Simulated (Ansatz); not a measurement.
# Cu (P6_3/mmc) in Ansatz: a series of runs, part 2 of 2

Ansatz 0.2.0. The steps go on from the part before.

### 3 Relaxation of cell and atoms, PBEsol, target pressure 5 GPa, at which the enthalpy is minimised

Contents of input.yaml:

```yaml
crystal:
  lattice:
    - [2.5307640267, 0.0, 0.0]
    - [-1.2653820134, 2.1917059381, 0.0]
    - [0.0, 0.0, 8.26181508]
  atoms:
    - { symbol: Cu, position: [0.6666666667, 0.3333333333, 0.75] }
    - { symbol: Cu, position: [0.0, 0.0, 0.5] }
    - { symbol: Cu, position: [0.3333333333, 0.6666666667, 0.25] }
    - { symbol: Cu, position: [0.0, 0.0, 0.0] }
kpoints:
  mp_grid: { grid: [12, 12, 4] }
scf:
  occupations: { method: fermi_dirac, width: 0.05 }
hamiltonian:
  xc: pbesol
  pseudopotentials: { kind: all_electron, lapw: { basis_error: 0.002 } }
output:
  forces: true
  stress: true
relax:
  f_tol: 0.01
  max_steps: 60
  cell: { p_target: 5 }
```

Potentials or basis: all-electron LAPW, scalar-relativistic.

Command:

```sh
ansatz run input.yaml --threads 2 --pin off --max-ram 8192MiB --backend cpu --events-out ev --progress --plain --runs-dir out
```

What it wrote:

```text
Warning: RAYON_NUM_THREADS=2 ignored (pool sized by the plan → 2); use --threads N
The last accepted step is kept in <dir> (removed where the run ends without a failure and the disk answers)
LAPW: plane waves up to 8.875 Å⁻¹, error target 2.0e-3 eV per atom; small_component_spin mean_spin; Cu in spheres of 1.227 Å, 19 of its electrons in bands, Dirac shells [] (how accurate: hamiltonian.pseudopotentials.lapw.basis_error, Limitations)
Engine: ansatz 0.2.0, aarch64-unknown-linux-gnu
Pseudopotentials: kind: all_electron
Pseudopotential: Cu, LAPW, valence charge 19, lapw/all_electron/scalar/gaussian/Cu, Koelling and Harmon's equation, gaussian nucleus
Functional definition: PBEsol
  exchange = pbesol_x
  correlation = pbesol_c
Crystal: 4 atoms, lattice volume = 45.826 Å³
Basis set: ecut = 300.11751763043804 eV, 563 PW (Γ), exchange–correlation at level 2
Bands: 46, of which v1, the nominal top of the filled ones, is band 38 counted from 1 (37 counted from 0)
Symmetry: 24 space group operations
Space group: P63/mmc (ITA 194), of the structure as read, at distance tolerance 3.6e-5 Å
k-points: 57 of 576
Non-local potential: Cu, projectors of the file, none
Initial density: superposition of atomic densities (chi_scale 0.1, normalization cell)
Initial wavefunctions: plane waves of lowest kinetic energy (no species holds an atomic orbital)
Functional: x = pbesol(κ = 0.804, μ = 0.12345679012345678), c = pbesol(β = 0.046)
iter 1 solved again at ethr=1.02e-3 eV; its pass at ethr=1.00e-1 eV (dr2=7.72e-1 eV) is discarded
SCF iter   1: F=—  HF=-179995.554156 eV  |F-HF|=—  |Δ(HF+E_count)|=         —  Δρ=5.83e-2  dr2=7.74e-1  ethr=1.02e-3  ⟨swp⟩=2.2  Hψ=18267  notcnv=0
preconditioner: auto → Kerker (q_TF=auto, 2.968 Å⁻¹)  [metal: Δε(μ)=0.058 eV  Ē_g=10.025 eV  σ=0.050 eV  W_gap=0.28  n_scr=24 (ndim 8)  ℏωp=36.4 eV  f_vac=0.000  D(μ)=2.86/eV (n_scr^D=38)]
SCF iter   2: F=—  HF=-179998.506560 eV  |F-HF|=—  |Δ(HF+E_count)|=    2.95e0  Δρ=2.72e-2  dr2=1.27e-1  ethr=1.02e-3  ⟨swp⟩=3.0  Hψ=9505  notcnv=0
iter 3 solved again at ethr=1.33e-5 eV; its pass at ethr=1.67e-4 eV (dr2=1.01e-2 eV) is discarded
SCF iter   3: F=—  HF=-179991.860906 eV  |F-HF|=—  |Δ(HF+E_count)|=    6.65e0  Δρ=5.17e-3  dr2=1.01e-2  ethr=1.33e-5  ⟨swp⟩=2.0  Hψ=14637  notcnv=0
SCF iter   4: F=—  HF=-179991.595195 eV  |F-HF|=—  |Δ(HF+E_count)|=   2.66e-1  Δρ=9.07e-3  dr2=2.57e-2  ethr=1.33e-5  ⟨swp⟩=3.0  Hψ=9098  notcnv=0
SCF iter   5: F=—  HF=-179991.572493 eV  |F-HF|=—  |Δ(HF+E_count)|=   2.27e-2  Δρ=3.48e-3  dr2=9.38e-3  ethr=1.33e-5  ⟨swp⟩=2.5  Hψ=7534  notcnv=0
SCF iter   6: F=—  HF=-179991.567508 eV  |F-HF|=—  |Δ(HF+E_count)|=   4.98e-3  Δρ=1.56e-3  dr2=8.22e-4  ethr=1.23e-5  ⟨swp⟩=2.0  Hψ=7460  notcnv=0
SCF iter   7: F=—  HF=-179991.566284 eV  |F-HF|=—  |Δ(HF+E_count)|=   1.22e-3  Δρ=6.49e-4  dr2=7.44e-5  ethr=1.08e-6  ⟨swp⟩=2.0  Hψ=7460  notcnv=0
SCF iter   8: F=—  HF=-179991.566003 eV  |F-HF|=—  |Δ(HF+E_count)|=   2.81e-4  Δρ=1.42e-4  dr2=7.08e-6  ethr=9.78e-8  ⟨swp⟩=2.8  Hψ=7639  notcnv=0
SCF iter   9: F=—  HF=-179991.566003 eV  |F-HF|=—  |Δ(HF+E_count)|=   5.74e-7  Δρ=3.47e-5  dr2=5.78e-7  ethr=9.32e-9  ⟨swp⟩=2.0  Hψ=7460  notcnv=0
SCF iter  10: F=—  HF=-179991.566003 eV  |F-HF|=—  |Δ(HF+E_count)|=   2.69e-7  Δρ=6.14e-6  dr2=1.50e-8  ethr=7.60e-10  ⟨swp⟩=2.0  Hψ=7460  notcnv=0
SCF iter  11: F=-179991.566003 eV  HF=-179991.566003 eV  |F-HF|=5.21e-9  |Δ(HF+E_count)|=   2.18e-8  Δρ=1.81e-6  dr2=2.88e-9  ethr=1.98e-11  ⟨swp⟩=2.0  Hψ=7460  notcnv=0
SCF 1 converged in 11 iterations: F = -179991.566003 eV  dr2 = 2.88e-9
relax step   1: F+E_penalty+E_count = -179991.56600258 eV  Δ(F+E_penalty+E_count) = +0.000e0 eV  max|allowed force component| = 4.626e-18 eV/Å  Δτ_max = 0.0000 Å  P = -1.881 GPa  Ω = 45.826 Å³  (11 SCF iters, accepted)
Crystal: 4 atoms, lattice volume = 44.850 Å³
Basis set: ecut = 304.4556724306442 eV, 563 PW (Γ), exchange–correlation at level 2
Initial density: handed on by an earlier stage of this run
Initial wavefunctions: those handed on with the density
iter 1 solved again at ethr=4.04e-8 eV; its pass at ethr=1.00e-1 eV (dr2=3.07e-5 eV) is discarded
[... 18 lines left out ...]
SCF iter   5: F=—  HF=-179991.548304 eV  |F-HF|=—  |Δ(HF+E_count)|=   8.24e-7  Δρ=3.98e-5  dr2=9.97e-7  ethr=1.39e-9  ⟨swp⟩=2.0  Hψ=7452  notcnv=0  recentre
iter 6 solved again at ethr=6.76e-11 eV; its pass at ethr=1.31e-9 eV (dr2=5.14e-8 eV) is discarded
SCF iter   6: F=-179991.548303 eV  HF=-179991.548303 eV  |F-HF|=3.78e-9  |Δ(HF+E_count)|=   7.68e-7  Δρ=1.16e-5  dr2=5.13e-8  ethr=6.76e-11  ⟨swp⟩=2.0  Hψ=12828  notcnv=0
SCF 3 converged in 6 iterations: F = -179991.548303 eV  dr2 = 5.13e-8
relax step   3: F+E_penalty+E_count = -179991.54830300 eV  Δ(F+E_penalty+E_count) = +1.853e-2 eV  max|allowed force component| = 6.939e-18 eV/Å  Δτ_max = 0.0000 Å  P = +5.281 GPa  Ω = 43.990 Å³  (6 SCF iters, accepted)
Crystal: 4 atoms, lattice volume = 44.056 Å³
Basis set: ecut = 308.1039284181774 eV, 563 PW (Γ), exchange–correlation at level 2
iter 1 solved again at ethr=6.97e-10 eV; its pass at ethr=1.00e-1 eV (dr2=5.29e-7 eV) is discarded
SCF iter   1: F=—  HF=-179991.550419 eV  |F-HF|=—  |Δ(HF+E_count)|=         —  Δρ=2.17e-5  dr2=1.13e-7  ethr=6.97e-10  ⟨swp⟩=5.1  Hψ=16165  notcnv=0
preconditioner: auto → Kerker (q_TF=auto, 2.988 Å⁻¹)  [metal: Δε(μ)=0.065 eV  Ē_g=11.443 eV  σ=0.050 eV  W_gap=0.29  n_scr=12 (ndim 8)  ℏωp=37.1 eV  f_vac=0.000  D(μ)=1.65/eV (n_scr^D=6)]
SCF iter   2: F=—  HF=-179991.550419 eV  |F-HF|=—  |Δ(HF+E_count)|=   5.39e-8  Δρ=1.10e-5  dr2=3.86e-8  ethr=1.49e-10  ⟨swp⟩=2.0  Hψ=7452  notcnv=0
SCF iter   3: F=—  HF=-179991.550419 eV  |F-HF|=—  |Δ(HF+E_count)|=   3.88e-8  Δρ=1.09e-5  dr2=3.53e-8  ethr=5.07e-11  ⟨swp⟩=2.0  Hψ=7452  notcnv=0
SCF iter   4: F=-179991.550419 eV  HF=-179991.550419 eV  |F-HF|=1.90e-8  |Δ(HF+E_count)|=   5.57e-8  Δρ=4.21e-6  dr2=8.33e-9  ethr=4.64e-11  ⟨swp⟩=2.0  Hψ=7452  notcnv=0
SCF 4 converged in 4 iterations: F = -179991.550419 eV  dr2 = 8.33e-9
relax step   4: F+E_penalty+E_count = -179991.55041904 eV  Δ(F+E_penalty+E_count) = -2.116e-3 eV  max|allowed force component| = 6.361e-18 eV/Å  Δτ_max = 0.0000 Å  P = +4.993 GPa  Ω = 44.056 Å³  (4 SCF iters, accepted)
iter 1 solved again at ethr=7.28e-12 eV; its pass at ethr=1.00e-1 eV (dr2=5.53e-9 eV) is discarded
SCF iter   1: F=—  HF=-179991.550416 eV  |F-HF|=—  |Δ(HF+E_count)|=         —  Δρ=3.76e-6  dr2=6.19e-9  ethr=7.28e-12  ⟨swp⟩=3.8  Hψ=15550  notcnv=0  reapply=15
SCF iter   2: F=-179991.550416 eV  HF=-179991.550416 eV  |F-HF|=9.21e-8  |Δ(HF+E_count)|=   2.49e-8  Δρ=4.13e-6  dr2=1.30e-8  ethr=7.28e-12  ⟨swp⟩=3.0  Hψ=8289  notcnv=0
SCF 5 converged in 2 iterations: F = -179991.550416 eV  dr2 = 1.30e-8
relax step   5: F+E_penalty+E_count = -179991.55041570 eV  Δ(F+E_penalty+E_count) = +3.340e-6 eV  max|allowed force component| = 4.626e-18 eV/Å  Δτ_max = 0.0000 Å  P = +4.993 GPa  Ω = 44.056 Å³  stress off target by 3.73e-2 GPa  SCF on the basis re-selected at this cell (its energy is not comparable with the rows above)  (2 SCF iters)
basis re-selected at this cell: Δ(F+E_penalty+E_count) = +3.340e-6 eV, ΔP = +0.000 GPa vs the last step (what re-selecting the basis moved, after the strain that the cell walked since its last selection, with what the two solves' SCF thresholds leave and, on support functions, any second-order correction that the steps lacked; it is no measure of the basis error at this ecutwfc). This SCF's stress stands 3.73e-2 GPa from its target on what of the cell is left free (relax.cell.stress_tol is 5.00e-2 GPa) and its largest allowed force component is 4.63e-18 eV/Å (relax.f_tol is 1.00e-2 eV/Å): within both
SCF converged after 2 iterations
Free energy (F): -179991.550416 eV
Harris-Foulkes:  -179991.550416 eV  (|F-HF|=9.21e-8)
Internal energy: -179991.537447 eV  (E = F + TS)
E sigma→0 (E₀):  -179991.543931 eV
Entropy (-TS):   -0.012969 eV (-3.242 meV/atom)
Fermi energy:    17.888366 eV
--- Per-component energies (eV) ---
  E_band       = -1354.709760
  E_kinetic    = 183069.449094
  E_xc         = -7215.331429
  E_electrostatic = -355845.655112  (all electrons and nuclei)
  E_smearing   = -0.012969  (= −TS)
  E_closure    = 0.000000  (closes the sum)
  E_atoms      = -179974.239404  (free atoms, spherical and without spin; not in F)
  Σ components = -179991.550416   (vs F -179991.550416, Δ=0.00e0)
  Basis errors (estimates in eV, not in F): energy 4.5e-4 per atom: plane waves 4.4e-4 (2.4e-4 summed), levels above the bands 1.0e-79, relativity 2.0e-8, radial functions 1.1e-5, core shells 9.0e-11; eigenvalues (radial functions only) 5.0e-7; not estimated: angular momenta, meshes, grids; target (lapw.basis_error) 2.0e-3; muffin-tin radii Cu 1.211 Å
--- Forces (eV/Å), atoms counted from 1 ---
  atom   1  Cu     0.00000000     0.00000000     0.00000000
  atom   2  Cu    -0.00000000     0.00000000     0.00000000
  atom   3  Cu    -0.00000000    -0.00000000     0.00000000
  atom   4  Cu     0.00000000     0.00000000     0.00000000
  max |Σ_I F_I| component: 4.63e-18 eV/Å
--- Stress (GPa, compression-positive) ---
        5.007968       0.000000       0.000000
       -0.000000       5.007968       0.000000
        0.000000       0.000000       4.962710
  P = ⅓ Tr σ = 4.9929 GPa (49.929 kbar)
--- Relaxed structure (4 steps of the walk, 4 accepted, 1 SCFs on fresh bases) ---
  F+E_penalty+E_count = -179991.55041570 eV   max|allowed force component| = 4.626e-18 eV/Å   (the final SCF, on the basis selected at the relaxed cell)
  cell:  # Å, volume = 44.0555 Å³
    - [2.4997632009575694, 2.8513829964244347e-11, 0.0]
    - [-1.2498816005034785, 2.164858435460503, 0.0]
    - [0.0, 0.0, 8.140895858353138]
  atoms:
    - { symbol: Cu, position: [0.6666666666666667, 0.33333333333333326, 0.75] }
    - { symbol: Cu, position: [-1.1705081222224504e-34, -6.029865104089875e-35, 0.49999999999999994] }
    - { symbol: Cu, position: [0.33333333333333326, 0.6666666666666667, 0.24999999999999997] }
    - { symbol: Cu, position: [-6.405031283298203e-35, 5.045864347279094e-35, 1.1655610333433144e-35] }
```

It took 56 s on 2 threads of Arm Neoverse V2, shared host; peak memory 0.54 GiB.

Results:

```
Free energy                                            : -179991.5504 eV
Relaxed volume                                         : 11.01 Å³/atom
Relaxed cell                                           : a = 2.500 Å, b = 2.500 Å, c = 8.141 Å, α = 90.00°, β = 90.00°, γ = 120.00°
Space group after relaxing (to 0.05 Å)                 : P6_3/mmc (No. 194)
Energy change on relaxing (the enthalpy is what falls) : +3.9 meV/atom
Ionic steps                                            : 5
Pressure after relaxing                                : 5.0 GPa
```

Step by step:
| step | energy change (eV) | largest force (eV/Å) | volume (Å³) |
| --- | --- | --- | --- |
| 1 | 0.0000 | 0.0000 | 45.83 |
| 2 | -0.0008 | 0.0000 | 44.85 |
| 3 | 0.0177 | 0.0000 | 43.99 |
| 4 | 0.0156 | 0.0000 | 44.06 |
| 5 | 0.0156 | 0.0000 | 44.06 |

Final structure:
```cif
data_structure
_symmetry_space_group_name_H-M 'P 1'
_symmetry_Int_Tables_number 1
_cell_length_a 2.4998
_cell_length_b 2.4998
_cell_length_c 8.1409
_cell_angle_alpha 90.000
_cell_angle_beta 90.000
_cell_angle_gamma 120.000
_cell_volume 44.06
loop_
_atom_site_label
_atom_site_type_symbol
_atom_site_fract_x
_atom_site_fract_y
_atom_site_fract_z
_atom_site_occupancy
Cu1 Cu 0.66667 0.33333 0.75000 1
Cu2 Cu 0.00000 0.00000 0.50000 1
Cu3 Cu 0.33333 0.66667 0.25000 1
Cu4 Cu 0.00000 0.00000 0.00000 1
```

### 4 Relaxation of cell and atoms, PBEsol, target pressure 10 GPa, at which the enthalpy is minimised

Changes to input.yaml since step 3:

```diff
@@ -23,2 +23,2 @@
   max_steps: 60
-  cell: { p_target: 5 }
+  cell: { p_target: 10 }
```

Potentials or basis: all-electron LAPW, scalar-relativistic.

Command:

```sh
ansatz run input.yaml --threads 2 --pin off --max-ram 8192MiB --backend cpu --events-out ev --progress --plain --runs-dir out
```

What it wrote:

```text
Warning: RAYON_NUM_THREADS=2 ignored (pool sized by the plan → 2); use --threads N
The last accepted step is kept in <dir> (removed where the run ends without a failure and the disk answers)
LAPW: plane waves up to 8.875 Å⁻¹, error target 2.0e-3 eV per atom; small_component_spin mean_spin; Cu in spheres of 1.227 Å, 19 of its electrons in bands, Dirac shells [] (how accurate: hamiltonian.pseudopotentials.lapw.basis_error, Limitations)
Engine: ansatz 0.2.0, aarch64-unknown-linux-gnu
Pseudopotentials: kind: all_electron
Pseudopotential: Cu, LAPW, valence charge 19, lapw/all_electron/scalar/gaussian/Cu, Koelling and Harmon's equation, gaussian nucleus
Functional definition: PBEsol
  exchange = pbesol_x
  correlation = pbesol_c
Crystal: 4 atoms, lattice volume = 45.826 Å³
Basis set: ecut = 300.11751763043804 eV, 563 PW (Γ), exchange–correlation at level 2
Bands: 46, of which v1, the nominal top of the filled ones, is band 38 counted from 1 (37 counted from 0)
Symmetry: 24 space group operations
Space group: P63/mmc (ITA 194), of the structure as read, at distance tolerance 3.6e-5 Å
k-points: 57 of 576
Non-local potential: Cu, projectors of the file, none
Initial density: superposition of atomic densities (chi_scale 0.1, normalization cell)
Initial wavefunctions: plane waves of lowest kinetic energy (no species holds an atomic orbital)
Functional: x = pbesol(κ = 0.804, μ = 0.12345679012345678), c = pbesol(β = 0.046)
[... 90 lines left out ...]
--- Forces (eV/Å), atoms counted from 1 ---
  atom   1  Cu    -0.00000000     0.00000000     0.00000000
  atom   2  Cu     0.00000000     0.00000000    -0.00000000
  atom   3  Cu     0.00000000     0.00000000     0.00000000
  atom   4  Cu     0.00000000     0.00000000     0.00000000
  max |Σ_I F_I| component: 4.63e-18 eV/Å
--- Stress (GPa, compression-positive) ---
       10.000382       0.000000       0.000000
       -0.000000      10.000382       0.000000
        0.000000       0.000000      10.001114
  P = ⅓ Tr σ = 10.0006 GPa (100.006 kbar)
--- Relaxed structure (5 steps of the walk, 5 accepted, 1 SCFs on fresh bases) ---
  F+E_penalty+E_count = -179991.50074591 eV   max|allowed force component| = 3.469e-18 eV/Å   (the final SCF, on the basis selected at the relaxed cell)
  cell:  # Å, volume = 42.9856 Å³
    - [2.479475200688905, 2.8282412478694378e-11, 0.0]
    - [-1.239737600368946, 2.1472885118359697, 0.0]
    - [0.0, 0.0, 8.073709845194609]
  atoms:
    - { symbol: Cu, position: [0.6666666666666667, 0.33333333333333326, 0.75] }
    - { symbol: Cu, position: [-4.247325686978283e-35, -3.3667700320575505e-35, 0.49999999999999994] }
    - { symbol: Cu, position: [0.33333333333333326, 0.6666666666666667, 0.24999999999999997] }
    - { symbol: Cu, position: [1.80303650132032e-34, 2.0558178607068938e-34, 2.331122066686629e-35] }
```

It took 67 s on 2 threads of Arm Neoverse V2, shared host; peak memory 0.55 GiB.

What came out:

| Quantity | Value |
| --- | --- |
| Free energy | -179991.5007 eV |
| Relaxed volume | 10.75 Å³/atom |
| Relaxed cell | a = 2.479 Å, b = 2.479 Å, c = 8.074 Å, α = 90.00°, β = 90.00°, γ = 120.00° |
| Space group after relaxing (to 0.05 Å) | P6_3/mmc (No. 194) |
| Energy change on relaxing (the enthalpy is what falls) | +16.3 meV/atom |
| Ionic steps | 6 |
| Pressure after relaxing | 10.0 GPa |

The path:
```
step  energy change (eV)  largest force (eV/Å)  volume (Å³)
   1              0.0000                0.0000        45.83
   2              0.0128                0.0000        44.15
   3              0.0749                0.0000        42.84
   4              0.0648                0.0000        42.99
   5              0.0653                0.0000        42.99
   6              0.0653                0.0000        42.99
```

Final structure:
```
CELL_PARAMETERS angstrom
2.47948 0.00000 0.00000
-1.23974 2.14729 0.00000
0.00000 0.00000 8.07371
ATOMIC_POSITIONS crystal
Cu 0.66667 0.33333 0.75000
Cu 0.00000 0.00000 0.50000
Cu 0.33333 0.66667 0.25000
Cu 0.00000 0.00000 0.00000
```

### 5 The runs side by side

```csv
cell,pressure (GPa)
relaxed,0.0
relaxed to 5 GPa,5.0
relaxed to 10 GPa,10.0
```

Alike in all rows: task relaxation of cell and atoms; level PBEsol; potentials or basis all-electron LAPW, scalar-relativistic; no spin polarisation; k mesh 12 × 12 × 4; smearing fermi-dirac 0.05 eV; basis error allowed 0.002 eV/atom.

Compare energies only between runs with the same functional and basis.
